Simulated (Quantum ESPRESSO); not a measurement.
The system is AgCl (Chlorargyrite).

```
CELL_PARAMETERS angstrom
0.00000 2.73500 2.73500
2.73500 0.00000 2.73500
2.73500 2.73500 0.00000
ATOMIC_POSITIONS crystal
Ag 0.00000 0.00000 0.00000
Cl 0.50000 0.50000 0.50000
```

Base run:

```yaml
Program: Quantum ESPRESSO 7.5
Functional: PBE
Potentials_or_basis: SSSP 1.3 efficiency PBE
Cutoff: 816 eV
Density_cutoff: 5987 eV
k_mesh: 8 × 8 × 8
Occupations: fermi-dirac, width 0.05 eV
Spin: no spin polarisation
Hubbard_terms: Ag d U = 6 eV
```

Its results: band gap on the k mesh 1.77 eV, indirect (least direct gap 3.47 eV); pressure 5.2 GPa.

After a change of settings the same cell gave: band gap on the k mesh 1.44 eV, indirect (least direct gap 3.44 eV); pressure 4.6 GPa. Which change was it?
A. hubbard terms from Ag d U = 6 eV to Ag d U = 5 eV
B. hubbard terms from Ag d U = 6 eV to none
C. hubbard terms from Ag d U = 6 eV to Ag d U = 3 eV

C.
